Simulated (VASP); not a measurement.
A calculation with VASP 6.6.1 of AlPt (ASE script, structure from a CIF):

Contents of run.py:

```python
from ase.calculators.vasp import Vasp
from ase.dft.bandgap import bandgap
from ase.io import read

atoms = read('AlPt.cif', primitive_cell=True, subtrans_included=False)
calc = Vasp(
    directory='calc',
    xc='lda',
    pp='LDA',
    setups='recommended',
    pp_version='54',
    prec='Accurate',
    encut=520,
    ediff=1e-06,
    ismear=0,
    sigma=0.05,
    lreal=False,
    lasph=True,
    nelm=80,
    algo='Fast',
    isif=2,
    lwave=False,
    lcharg=False,
    kpts=[9, 9, 9],
    gamma=True,
)
atoms.calc = calc

print('energy (eV):', atoms.get_potential_energy())
print('free energy (eV):', atoms.get_potential_energy(force_consistent=True))
print('forces (eV/A):')
print(atoms.get_forces())
print('stress (eV/A^3, Voigt):', atoms.get_stress())
print('Fermi level (eV):', calc.get_fermi_level())
gap, top, bottom = bandgap(calc)
print('band gap (eV):', gap, 'from (spin, k, band)', top, 'to', bottom)
```

AlPt.cif

```cif
data_AlPt
_cell_length_a 3.09154600
_cell_length_b 3.09154600
_cell_length_c 3.09154600
_cell_angle_alpha 90.00000000
_cell_angle_beta 90.00000000
_cell_angle_gamma 90.00000000
_space_group_name_H-M_alt 'Pm-3m'
_space_group_name_Hall '-P 4 2 3'
_space_group_IT_number 221
loop_
_space_group_symop_operation_xyz
'x,y,z'
'-x,-y,-z'
'-y,x,z'
'y,-x,-z'
'-x,-y,z'
'x,y,-z'
'y,-x,z'
'-y,x,-z'
'x,-y,-z'
'-x,y,z'
'-y,-x,-z'
'y,x,z'
'-x,y,-z'
'x,-y,z'
'y,x,-z'
'-y,-x,z'
'z,x,y'
'-z,-x,-y'
'z,-y,x'
'-z,y,-x'
'z,-x,-y'
'-z,x,y'
'z,y,-x'
'-z,-y,x'
'-z,x,-y'
'z,-x,y'
'-z,-y,-x'
'z,y,x'
'-z,-x,y'
'z,x,-y'
'-z,y,x'
'z,-y,-x'
'y,z,x'
'-y,-z,-x'
'x,z,-y'
'-x,-z,y'
'-y,z,-x'
'y,-z,x'
'-x,z,y'
'x,-z,-y'
'-y,-z,x'
'y,z,-x'
'-x,-z,-y'
'x,z,y'
'y,-z,-x'
'-y,z,x'
'x,-z,y'
'-x,z,-y'
loop_
_atom_site_label
_atom_site_type_symbol
_atom_site_symmetry_multiplicity
_atom_site_Wyckoff_symbol
_atom_site_fract_x
_atom_site_fract_y
_atom_site_fract_z
_atom_site_occupancy
Pt1 Pt 1 b 0.5000000000 0.5000000000 0.5000000000 1
Al1 Al 1 a 0.0000000000 0.0000000000 0.0000000000 1
```

Potentials or basis: VASP PAW LDA potentials, release 54 (Pt, Al).

The run is started by

```sh
$ python run.py
```

Measurements of this composition are mostly on another form, of space group No. 198.

Task: Write the same calculation in another form: native input, structure from a POSCAR.

Result: As run:

The input INCAR:

```
ALGO = Fast
EDIFF = 1E-7
ENCUT = 520
GGA = CA
ISIF = 2
ISMEAR = 0
LASPH = T
LCHARG = F
LREAL = F
LWAVE = F
NELM = 80
PREC = Accurate
SIGMA = 0.05
```

Contents of KPOINTS:

```
k-points
0
Gamma
  9 9 9
```

Contents of POSCAR:

```
AlPt
3.0915
    1.000014879508      0.000000000000      0.000000000000
    0.000000000000      1.000014879508      0.000000000000
    0.000000000000      0.000000000000      1.000014879508
Pt Al
1 1
Direct
    0.5000000000      0.5000000000      0.5000000000
    0.0000000000      0.0000000000      0.0000000000
```

Potentials or basis: VASP PAW LDA potentials, release 54 (Pt, Al).

Launch:

```sh
$ cat potpaw_LDA.54/Pt/POTCAR potpaw_LDA.54/Al/POTCAR > POTCAR
$ mpirun -np 1 vasp_std > vasp.out
```

Both were run:

|  | ASE script, structure from a CIF | native input, structure from a POSCAR |
| --- | --- | --- |
| Pressure | -9.4 GPa | -9.3 GPa |
| Band gap on the k mesh | none (metal or under the smearing width) | none (metal or under the smearing width) |

Keys that steer only the numerical path or the files written may differ.
